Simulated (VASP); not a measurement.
# Mg (P6_3/mmc) in VASP: a series of runs, part 2 of 2

VASP 6.6.1. The steps go on from the part before.

### Step 5. Single point, PBE

INCAR reads:

```
SYSTEM = Mg
ALGO = Normal
EDIFF = 1E-7
ENCUT = 520
GGA = PE
ISIF = 2
ISMEAR = 0
LASPH = .True.
LCHARG = .False.
LREAL = .False.
LWAVE = .False.
NBANDS = 9
NELM = 60
PREC = Accurate
SIGMA = 0.028000000000000004
```

KPOINTS reads:

```
k-points
0
Gamma
  10 10 5
  0 0 0
```

POSCAR reads:

```
Mg
1.0
    3.2093000000      0.0000000000      0.0000000000
   -1.6046500000      2.7793353284      0.0000000000
    0.0000000000      0.0000000000      5.2103000000
Mg
2
Direct
    0.6666666667      0.3333333333      0.7500000000
    0.3333333333      0.6666666667      0.2500000000
```

Potentials or basis: VASP PAW PBE potentials, release 64 (Mg).

The run is started by

```sh
$ cat potpaw_PBE.64/Mg/POTCAR > POTCAR
$ mpirun -np 1 vasp_std > vasp.out
```

OUTCAR:

```text
SYSTEM = Mg
   EDIFF = 1E-7
   ENCUT = 520
   GGA = PE
   ISIF = 2
   ISMEAR = 0
   LASPH = .True.
   LREAL = .False.
   NELM = 60
   PREC = Accurate

 ion  position               nearest neighbor table
   1  0.667  0.333  0.750-   2 3.20   2 3.20   2 3.20   2 3.20   2 3.20   2 3.20
   2  0.333  0.667  0.250-   1 3.20   1 3.20   1 3.20   1 3.20   1 3.20   1 3.20

  LATTYP: Found a hexagonal cell.
 ALAT       =     3.2093000000
 C/A-ratio  =     1.6235004518

  Lattice vectors:

 A1 = (   3.2093000000,   0.0000000000,   0.0000000000)
 A2 = (  -1.6046500000,   2.7793353284,   0.0000000000)
 A3 = (   0.0000000000,   0.0000000000,   5.2103000000)

Analysis of symmetry for initial positions (statically):
=====================================================================
 Subroutine PRICEL returns:
 Original cell was already a primitive cell.

 Routine SETGRP: Setting up the symmetry group for a
 hexagonal supercell.

 Subroutine GETGRP returns: Found 24 space group operations
 (whereof 12 operations were pure point group operations)
 out of a pool of 24 trial point group operations.

The static configuration has the point symmetry D_3d.
 The point group associated with its full space group is D_6h.

Analysis of symmetry for dynamics (positions and initial velocities):
=====================================================================
 Subroutine PRICEL returns:
 Original cell was already a primitive cell.

 Routine SETGRP: Setting up the symmetry group for a
 hexagonal supercell.

 Subroutine GETGRP returns: Found 24 space group operations
 (whereof 12 operations were pure point group operations)
 out of a pool of 24 trial point group operations.

The dynamic configuration has the point symmetry D_3d.
 The point group associated with its full space group is D_6h.

 Subroutine INISYM returns: Found 24 space group operations
 (whereof 12 operations are pure point group operations),
 and found     1 'primitive' translations

[... 117 lines left out ...]
  Thomas-Fermi vector in A             =   1.812866
   LORBIT       =      0    0 simple, 1 ext, 2 COOP (PROOUT), +10 PAW based schemes
   GGA     = PE    functional components
   LHFCALC =     F    Hartree Fock is set to
   AEXX    =    0.0000 exact exchange contribution
   IVDW    =     0    specifies the selected vdW correction
   LEPSILON=     F    determine dielectric tensor
   LRPA    =     F    only Hartree local field effects (RPA)
 non-spin polarized calculation
 Gauss-broadening in eV      SIGMA  =   0.03
  energy-cutoff  :      520.00
  volume of cell :       46.47
 maximum number of plane-waves:      1277
 NGX is ok and might be reduce to    24

 number of electron       4.0000000 magnetization

 Free energy of the ion-electron system (eV)
  ---------------------------------------------------
  ext. energy  EPLUGINS =         0.00000000
  ---------------------------------------------------
  free energy    TOTEN  =        -2.99945043 eV

  energy without entropy =       -2.99850254  energy(sigma->0) =       -2.99897649

 E-fermi :   2.5675     XC(G=0):  -8.4539

 val. band max:        2.5505138986   @ k =   0.4000   0.1000   0.4000
 cond. band min:       2.6092837344   @ k =   0.2000   0.1000   0.0000
 fundamental gap:      0.0587698358
 Fermi energy:         2.5675170456

 k-point     1 :       0.0000    0.0000    0.0000
  band No.  band energies     occupation
      1      -4.3092      2.00000
      2       0.9089      2.00000
      3       1.3256      2.00000
      4      13.4381      0.00000
      5      13.4381      0.00000
      6      13.5279      0.00000
      7      13.5279      0.00000
      8      14.3315      0.00000
      9      15.8831      0.00000
[... 265 lines left out ...]
 k-point    24 :       0.4000    0.1000    0.2000
  band No.  band energies     occupation
      1      -0.0818      2.00000
      2       1.7185      2.00000
      3       3.1685      0.00000
      4       4.9000      0.00000
      5       6.8409      0.00000
      6       7.8182      0.00000
      7       9.3083      0.00000
      8      10.5781      0.00000
      9      13.0329      0.00000

 [... further k-points ...]
[... 5 lines left out ...]
  --------------------------------------------------------------------------------------
  -------------------------------------------------------------------------------------
  Total       -0.2336824     -0.2336824     -0.0244300      0.0000000      0.0000000     -0.0000000
  in kB       -8.0560584     -8.0560584     -0.8422079      0.0000000      0.0000000     -0.0000000
  external PRESSURE =      -5.6514416 kB  Pullay stress =       0.0000000 kB

 VOLUME and BASIS-vectors are now :
 -----------------------------------------------------------------------------
  energy-cutoff  :      520.00
  volume of cell :       46.47
      direct lattice vectors                 reciprocal lattice vectors
     3.209300000  0.000000000  0.000000000     0.311594429  0.179899127  0.000000000
    -1.604650000  2.779335328  0.000000000     0.000000000  0.359798255  0.000000000
     0.000000000  0.000000000  5.210300000     0.000000000  0.000000000  0.191927528

 POSITION                                       TOTAL-FORCE (eV/Angst)
 -----------------------------------------------------------------------------------
      1.60465      0.92645      3.90773         0.000000      0.000000      0.000000
     -0.00000      1.85289      1.30258        -0.000000      0.000000      0.000000
 -----------------------------------------------------------------------------------
    total drift:                                0.000000     -0.000000      0.000000

  FREE ENERGIE OF THE ION-ELECTRON SYSTEM (eV)
  ---------------------------------------------------
  free  energy   TOTEN  =        -2.9994504341 eV

  energy  without entropy=       -2.9985025365  energy(sigma->0) =       -2.99897649
```

OSZICAR:

```text
N       E                     dE             d eps       ncg     rms          rms(c)
DAV:   1    -0.224842524322E+00   -0.22484E+00   -0.12897E+03   756   0.314E+02
DAV:   2    -0.298529033924E+01   -0.27604E+01   -0.26886E+01  1038   0.284E+01
DAV:   3    -0.301314223798E+01   -0.27852E-01   -0.27822E-01   988   0.252E+00
DAV:   4    -0.301322237409E+01   -0.80136E-04   -0.80134E-04   994   0.133E-01
DAV:   5    -0.301322277759E+01   -0.40350E-06   -0.40348E-06   963   0.818E-03    0.961E-01
DAV:   6    -0.300703825533E+01    0.61845E-02   -0.66343E-04   855   0.198E-01    0.616E-01
DAV:   7    -0.299943897567E+01    0.75993E-02   -0.26251E-03   778   0.344E-01    0.344E-02
DAV:   8    -0.299945231023E+01   -0.13335E-04   -0.18007E-05  1075   0.252E-02    0.769E-03
DAV:   9    -0.299945070776E+01    0.16025E-05   -0.12826E-06   840   0.544E-03    0.591E-04
DAV:  10    -0.299945048629E+01    0.22147E-06   -0.53688E-09   658   0.441E-04    0.169E-04
DAV:  11    -0.299945043408E+01    0.52214E-07   -0.76003E-10   441   0.186E-04
   1 F= -.29994504E+01 E0= -.29989765E+01  d E =-.947898E-03
```

stdout:

```text
POSCAR found type information on POSCAR Mg
 POSCAR found :  1 types and       2 ions
 scaLAPACK will be used
 LDA part: xc-table for (Slater+PW92), standard interpolation
 POSCAR, INCAR and KPOINTS ok, starting setup
 FFT: planning ... GRIDC
 FFT: planning ... GRID_SOFT
 FFT: planning ... GRID
 WAVECAR not read
 entering main loop
```

It took 4.7 s on 1 thread of Intel Xeon 6975P-C (Granite Rapids), shared host; peak memory 0.16 GiB.

What came out:

| Property | Result |
| --- | --- |
| Free energy | -2.9995 eV |
| Pressure | -0.6 GPa |
| Band gap on the k mesh | none (metal or under the smearing width) |

Stress tensor (GPa, compression positive):
```
-0.81  0.00  0.00
 0.00 -0.81  0.00
 0.00  0.00 -0.08
```

Levels at points of the mesh, in eV from the Fermi level:
| k point | band 1 | band 2 | band 3 | band 4 | band 5 |
| --- | --- | --- | --- | --- | --- |
| (0.00, 0.00, 0.00) | -6.88 | -1.66 | -1.24 | 10.87 | 10.87 |
| (0.50, 0.00, 0.00) | -2.12 | -2.12 | 2.65 | 3.02 | 3.25 |

### Step 6. Single point, PBE

INCAR reads:

```
SYSTEM = Mg
PREC     = Accurate       ! precision mode
ENCUT    = 520            ! plane-wave cutoff, eV
EDIFF    = 1E-7           ! SCF threshold, eV
ISMEAR   = 0              ! smearing method
SIGMA    = 0.011          ! smearing width, eV
LREAL    = .FALSE.        ! projectors in reciprocal space
LASPH    = .TRUE.         ! aspherical terms in the spheres
NELM     = 100            ! most SCF steps
ALGO     = Fast           ! electronic algorithm
ISIF     = 2              ! what is computed and relaxed
LWAVE    = .FALSE.        ! write WAVECAR
LCHARG   = .TRUE.         ! write CHGCAR
GGA      = PE             ! functional
LELF     = .TRUE.         ! ELF
LVHAR    = .TRUE.
```

KPOINTS reads:

```
regular mesh
0
G
  10 10 5
  0 0 0
```

POSCAR is that of step 5.

Potentials or basis: VASP PAW PBE potentials, release 64 (Mg).

The run is started by

```sh
$ cat potpaw_PBE.64/Mg/POTCAR > POTCAR
$ mpirun -np 1 vasp_std > vasp.out
```

Run time: 8.2 s. Hardware: 1 thread of Intel Xeon Platinum 8259CL at 2.50GHz (Skylake/Cascade Lake), shared host; peak memory 0.15 GiB.

The run converged. Its results:

```
Free energy            : -2.9989 eV
Pressure               : -0.6 GPa
Band gap on the k mesh : none (metal or under the smearing width)
```

Stress tensor (GPa, compression positive):
```
-0.85  0.00  0.00
 0.00 -0.85  0.00
 0.00  0.00 -0.06
```

Levels at points of the mesh, in eV from the Fermi level:
| k point | band 1 | band 2 | band 3 | band 4 | band 5 | band 6 |
| --- | --- | --- | --- | --- | --- | --- |
| (0.00, 0.00, 0.00) | -6.86 | -1.65 | -1.23 | 10.88 | 10.91 | 10.97 |
| (0.50, 0.00, 0.00) | -2.11 | -2.11 | 2.66 | 3.03 | 3.26 | 3.67 |

### Step 7. Summary

| task | level | cell | k mesh | cutoff (eV) | smearing | grid for exact exchange (PRECFOCK) | exchange at q = 0 | mesh quality | gap on the mesh (eV) | pressure (GPa) |
| --- | --- | --- | --- | --- | --- | --- | --- | --- | --- | --- |
| single point | PBE | as given | 10 × 10 × 5 | 520 | gaussian 0.016 eV | - | - | not flagged | none | -0.6 |
| relaxation of cell and atoms | B3LYP | relaxed | 5 × 5 × 3 | 600 | fermi-dirac 0.05 eV | Fast | truncated | coarse | none | 0.0 |
| single point | r2SCAN | as given | 10 × 10 × 5 | 520 | tetrahedron | - | - | not flagged | none | -1.6 |
| single point | PBE | as given | 10 × 10 × 5 | 520 | gaussian 0.028 eV | - | - | not flagged | none | -0.6 |
| single point | PBE | as given | 10 × 10 × 5 | 520 | gaussian 0.011 eV | - | - | not flagged | none | -0.6 |

Alike in all rows: potentials or basis VASP PAW PBE potentials, release 64 (Mg); no spin polarisation.

Caveats: some runs use coarse meshes; the PAW data sets were made with another functional, which shifts forces and pressure a little (some runs).

Absolute energies hang on the potentials; compare differences alone.
